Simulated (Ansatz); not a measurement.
PbS under changes of volume

One of the cells (26.664 Å³/atom); the others are scaled copies at fixed shape and fractional positions:

```
Pb S
1.0
     2.07995   -5.99130    0.00000
     2.07995    5.99130    0.00000
     0.00000    0.00000    4.27932
Pb S
2 2
Direct
  0.13056 0.86944 0.25000
  0.86944 0.13056 0.75000
  0.35480 0.64520 0.25000
  0.64520 0.35480 0.75000
```

Measurements of this composition are mostly on another form, of space group No. 225.

```yaml
Program: Ansatz 0.2.0
Functional: PBE
Potentials_or_basis: SPMS NC
Cutoff: "544 eV (not typed: the program's choice for these potentials)"
k_mesh: 7 × 7 × 6
Occupations: fermi-dirac, width 0.05 eV
Spin: no spin polarisation
```

| volume (Å³/atom) | energy over the lowest point (meV/atom) | pressure (GPa) | gap on the mesh (eV) | largest force (eV/Å) |
| --- | --- | --- | --- | --- |
| 25.064 | 30.54 | 4.9 | 1.09 | 0.497 |
| 25.597 | ? | ? | ? | ? |
| 26.130 | 7.07 | 2.2 | 1.19 | 0.213 |
| 26.664 | 1.70 | 1.0 | 1.23 | 0.133 |
| 27.197 | 0.00 | 0.0 | 1.27 | 0.058 |
| 27.730 | 1.61 | -0.9 | 1.30 | 0.146 |
| 28.263 | 6.20 | -1.8 | 1.31 | 0.250 |

Task: What does the run at 25.597 Å³/atom give?

Result: Energy over the lowest point 16.53 meV/atom; pressure 3.5 GPa; gap on the mesh 1.14 eV; largest force 0.350 eV/Å.

Worked out: A Birch-Murnaghan fit of order 3 (a polynomial in V^(-2/3)) to the other rows has its minimum at 27.19 Å³/atom with B0 = V·E''(V) = 51 GPa and B' = 4.4 at fixed shape and positions, which overstates the stiffness. It gives 16.53 meV/atom at 25.597 Å³/atom, against the run's 16.53, and -dE/dV = 3.5 GPa, against 3.5. A parabola through the other rows of the gap, of slope 2.5 eV per unit of ln V there, gives 1.14 eV, against the run's 1.14.

Energies are extrapolated to zero smearing.

Caveats: odd divisions of the mesh miss points on the zone boundary, where band edges often lie, so the gap on the mesh can be too wide; spin-orbit coupling is left out, which as a rule narrows the gap of such compounds by several tenths of an eV.

A mesh can miss the band edges.
